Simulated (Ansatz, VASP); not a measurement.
# CdTe: VASP beside Ansatz

```
CELL_PARAMETERS angstrom
0.00000 3.20500 3.20500
3.20500 0.00000 3.20500
3.20500 3.20500 0.00000
ATOMIC_POSITIONS crystal
Cd 0.50000 0.50000 0.50000
Te 0.00000 0.00000 0.00000
```

Alike in both runs: task single point; functional PBE; k mesh 6 × 6 × 6; occupations gaussian, width 0.05 eV; no spin polarisation.

|  | VASP | Ansatz |
| --- | --- | --- |
| version | VASP 6.6.1 | Ansatz 0.2.0 |
| potentials or method | VASP PAW PBE potentials, release 64 (Cd, Te) | scalar-relativistic, plane waves, PAW |
| plane-wave cutoff (eV) | 520 | 420 |
| valence electrons in the cell | 18 | 36 |

Ansatz gave:

```
gap on the k mesh at the Fermi level (eV) : none
pressure (GPa)                            : -4.4
```

Task: Which values does VASP return?

Result: gap on the k mesh at the Fermi level (eV): none; pressure (GPa): -4.3.

A gap of «none» marks a metal or a gap that the smearing closes. The two sets of potentials don't hold the same shells in valence.

Spin-orbit coupling is left out, which matters for the levels of Te.
